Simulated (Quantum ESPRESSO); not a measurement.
# Si2Ni (I4/mmm) in Quantum ESPRESSO: single point with PBE

Aim: the single point of Si2Ni with PBE.

Everything below comes from runs of Quantum ESPRESSO 7.5. Logs are shortened: lines on timing, memory, paths and dates and some standing lists are left out, and cuts for length are marked.

**1. The structure**

The structure is tetragonal, space group I4/mmm (No. 139). The conventional cell has a = 3.884 Å, b = 3.884 Å, c = 5.330 Å, α = 90.00°, β = 90.00°, γ = 90.00°. Around Ni (site symmetry 4/mmm) lie 8 Si at 2.36 Å. Si (site symmetry -4m2) has 4 Ni at 2.36 Å and 2 Si at 2.67 Å as nearest neighbours.

The cell was built by a generator and needn't be a form met in nature.

**2. Single point, PBE**

File pw.in:

```
&CONTROL
  calculation = 'scf'
  prefix = 'pwscf'
  outdir = './tmp'
  pseudo_dir = './pseudo'
  tprnfor = .true.
  tstress = .true.
  disk_io = 'nowf'
/
&SYSTEM
  ibrav = 0
  nat = 3
  ntyp = 2
  ecutwfc = 45
  ecutrho = 360
  nbnd = 20
  occupations = 'smearing'
  smearing = 'mp'
  degauss = 0.00734986
/
&ELECTRONS
  conv_thr = 6d-10
  electron_maxstep = 120
  mixing_beta = 0.5
/
ATOMIC_SPECIES
Ni    58.6934 ni_pbe_v1.4.uspp.F.UPF
Si    28.0850 si_pbe_v1.uspp.F.UPF
CELL_PARAMETERS angstrom
   0.0000000000    2.7461506920    2.6652228720
   2.7461506920    0.0000000000    2.6652228720
   2.7461506920    2.7461506920    0.0000000000
ATOMIC_POSITIONS crystal
Ni     0.0000000000    0.0000000000    0.0000000000
Si     0.2500000000    0.2500000000    0.2500000000
Si     0.7500000000    0.7500000000    0.7500000000
K_POINTS automatic
16 16 16 0 0 0
```

Potentials or basis: GBRV 1.5 PBE.

The run is started by

```sh
$ OMP_NUM_THREADS=1 pw.x -in pw.in > pw.out
```

pw.out:

```text
This program is part of the open-source Quantum ESPRESSO suite
     for quantum simulation of materials; please cite
[... 9 lines left out ...]
     --------------------
     sticks:   dense  smooth     PW     G-vecs:    dense   smooth      PW
     Sum        1311     653    207                31351    11045    1957

     Using Slab Decomposition

     bravais-lattice index     =            0
     lattice parameter (alat)  =       7.2317  a.u.
     unit-cell volume          =     271.2744 (a.u.)^3
     number of atoms/cell      =            3
     number of atomic types    =            2
     number of electrons       =        26.00
     number of Kohn-Sham states=           20
     kinetic-energy cutoff     =      45.0000  Ry
     charge density cutoff     =     360.0000  Ry
     scf convergence threshold =      6.0E-10
     mixing beta               =       0.5000
     number of iterations used =            8  plain     mixing
     Exchange-correlation= SLA  PW   PBE  PBE
                           (   1   4   3   4   0   0   0)

     celldm(1)=   7.231692  celldm(2)=   0.000000  celldm(3)=   0.000000
     celldm(4)=   0.000000  celldm(5)=   0.000000  celldm(6)=   0.000000

     crystal axes: (cart. coord. in units of alat)
               a(1) = (   0.000000   0.717601   0.696454 )
               a(2) = (   0.717601   0.000000   0.696454 )
               a(3) = (   0.717601   0.717601   0.000000 )

     reciprocal axes: (cart. coord. in units 2 pi/alat)
               b(1) = ( -0.696766  0.696766  0.717922 )
               b(2) = (  0.696766 -0.696766  0.717922 )
               b(3) = (  0.696766  0.696766 -0.717922 )

     PseudoPot. # 1 for Ni read from file:
     ni_pbe_v1.4.uspp.F.UPF
     Pseudo is Ultrasoft + core correction, Zval = 18.0
     Generated by new atomic code, or converted to UPF format
     Using radial grid of  865 points,  6 beta functions with:
                l(1) =   0
                l(2) =   0
                l(3) =   1
                l(4) =   1
                l(5) =   2
                l(6) =   2
     Q(r) pseudized with 10 coefficients,  rinner =    0.980   0.980   0.980
                                                       0.980   0.980

     PseudoPot. # 2 for Si read from file:
     si_pbe_v1.uspp.F.UPF
     Pseudo is Ultrasoft + core correction, Zval =  4.0
     Generated by new atomic code, or converted to UPF format
     Using radial grid of  899 points,  6 beta functions with:
                l(1) =   0
                l(2) =   0
                l(3) =   1
                l(4) =   1
                l(5) =   2
                l(6) =   2
     Q(r) pseudized with  8 coefficients,  rinner =    0.900   0.900   0.900
                                                       0.900   0.900

     atomic species   valence    mass     pseudopotential
     Ni               18.00    58.69340     Ni( 1.00)
     Si                4.00    28.08500     Si( 1.00)

     16 Sym. Ops., with inversion, found

   Cartesian axes

     site n.     atom                  positions (alat units)
         1        Ni     tau(   1) = (   0.0000000   0.0000000   0.0000000  )
         2        Si     tau(   2) = (   0.3588007   0.3588007   0.3482270  )
         3        Si     tau(   3) = (   1.0764021   1.0764021   1.0446810  )

     number of k points=   349  Methfessel-Paxton smearing, width (Ry)=  0.0073

     Number of k-points >= 100: set verbosity='high' to print them.

     Dense  grid:    31351 G-vectors     FFT dimensions: (  45,  45,  45)

     Smooth grid:    11045 G-vectors     FFT dimensions: (  32,  32,  32)

     Check: negative core charge=   -0.000002

     Initial potential from superposition of free atoms

     starting charge      23.9987, renormalised to      26.0000
     Starting wfcs are   21 randomized atomic wfcs

     Self-consistent Calculation

     iteration #  1     ecut=    45.00 Ry     beta= 0.50
     Davidson diagonalization with overlap
     ethr =  1.00E-02,  avg # of iterations =  6.6

     total energy              =    -333.88545309 Ry
     estimated scf accuracy    <      51.83157650 Ry

     iteration #  2     ecut=    45.00 Ry     beta= 0.50
     Davidson diagonalization with overlap
     ethr =  1.00E-02,  avg # of iterations =  3.0

     total energy              =    -361.84795347 Ry
     estimated scf accuracy    <      55.68893242 Ry

     iteration #  3     ecut=    45.00 Ry     beta= 0.50
     Davidson diagonalization with overlap
     ethr =  1.00E-02,  avg # of iterations =  2.2

     total energy              =    -362.00791554 Ry
     estimated scf accuracy    <      10.82288768 Ry

     iteration #  4     ecut=    45.00 Ry     beta= 0.50
     Davidson diagonalization with overlap
     ethr =  1.00E-02,  avg # of iterations =  2.2

     total energy              =    -362.86634730 Ry
     estimated scf accuracy    <       1.26858677 Ry

     iteration #  5     ecut=    45.00 Ry     beta= 0.50
     Davidson diagonalization with overlap
     ethr =  4.88E-03,  avg # of iterations =  1.4

     total energy              =    -362.11994667 Ry
     estimated scf accuracy    <       1.32471010 Ry

     iteration #  6     ecut=    45.00 Ry     beta= 0.50
     Davidson diagonalization with overlap
     ethr =  4.88E-03,  avg # of iterations =  2.2

     total energy              =    -362.87842931 Ry
     estimated scf accuracy    <       3.63003737 Ry

     iteration #  7     ecut=    45.00 Ry     beta= 0.50
     Davidson diagonalization with overlap
     ethr =  4.88E-03,  avg # of iterations =  1.0
[... 74 lines left out ...]
     iteration # 18     ecut=    45.00 Ry     beta= 0.50
     Davidson diagonalization with overlap
     ethr =  1.10E-06,  avg # of iterations =  1.8

     total energy              =    -362.54758305 Ry
     estimated scf accuracy    <       0.00001604 Ry

     iteration # 19     ecut=    45.00 Ry     beta= 0.50
     Davidson diagonalization with overlap
     ethr =  6.17E-08,  avg # of iterations =  2.0

     total energy              =    -362.54758471 Ry
     estimated scf accuracy    <       0.00000041 Ry

     iteration # 20     ecut=    45.00 Ry     beta= 0.50
     Davidson diagonalization with overlap
     ethr =  1.57E-09,  avg # of iterations =  2.2

     total energy              =    -362.54758480 Ry
     estimated scf accuracy    <       0.00000002 Ry

     iteration # 21     ecut=    45.00 Ry     beta= 0.50
     Davidson diagonalization with overlap
     ethr =  6.51E-11,  avg # of iterations =  3.7

     total energy              =    -362.54758480 Ry
     estimated scf accuracy    <          3.4E-09 Ry

     iteration # 22     ecut=    45.00 Ry     beta= 0.50
     Davidson diagonalization with overlap
     ethr =  1.31E-11,  avg # of iterations =  1.8

     End of self-consistent calculation

     Number of k-points >= 100: set verbosity='high' to print the bands.

     the Fermi energy is    12.8473 ev

!    total energy              =    -362.54758480 Ry
     estimated scf accuracy    <          3.4E-11 Ry
     smearing contrib. (-TS)   =       0.00001106 Ry
     internal energy E=F+TS    =    -362.54759586 Ry

     The total energy is F=E-TS. E is the sum of the following terms:
     one-electron contribution =    -292.46983007 Ry
     hartree contribution      =     159.00508190 Ry
     xc contribution           =     -44.36113985 Ry
     ewald contribution        =    -184.72170783 Ry

     convergence has been achieved in  22 iterations

     Forces acting on atoms (cartesian axes, Ry/au):

     atom    1 type  1   force =     0.00000000    0.00000000    0.00000000
     atom    2 type  2   force =     0.00000000    0.00000000    0.00000000
     atom    3 type  2   force =    -0.00000000    0.00000000   -0.00000000

     Total force =     0.000000     Total SCF correction =     0.000000

     Computing stress (Cartesian axis) and pressure

          total   stress  (Ry/bohr**3)                   (kbar)     P=        6.35
   0.00000944  -0.00000000  -0.00000000            1.39       -0.00       -0.00
  -0.00000000   0.00000944   0.00000000           -0.00        1.39        0.00
   0.00000000  -0.00000000   0.00011067            0.00       -0.00       16.28

=------------------------------------------------------------------------------=
   JOB DONE.
=------------------------------------------------------------------------------=
```

It took 4.8 min on 1 thread of AMD EPYC 7R43 (Zen 3), shared host; peak memory 0.31 GiB.

What came out:

| Quantity | Value |
| --- | --- |
| Free energy | -4932.7112 eV |
| Pressure | 0.6 GPa |
| Band gap on the k mesh | none (metal or under the smearing width) |

Levels at points of the mesh, in eV from the Fermi level:
| k point | band 11 | band 12 | band 13 | band 14 | band 15 | band 16 |
| --- | --- | --- | --- | --- | --- | --- |
| (0.00, 0.00, 0.00) | -0.43 | 1.46 | 1.83 | 1.83 | 2.20 | 2.20 |
| (0.00, 0.00, -0.50) | -3.20 | -1.51 | -1.31 | 1.78 | 1.78 | 1.79 |
| (0.00, -0.50, -0.50) | -3.44 | -3.37 | -2.99 | -0.34 | 1.52 | 7.68 |
| (-0.50, -0.50, 0.00) | -3.47 | -3.28 | -3.01 | -0.53 | 1.35 | 7.78 |

Spin polarisation is off, so any magnetic state and its effect on volume and gap are missing.
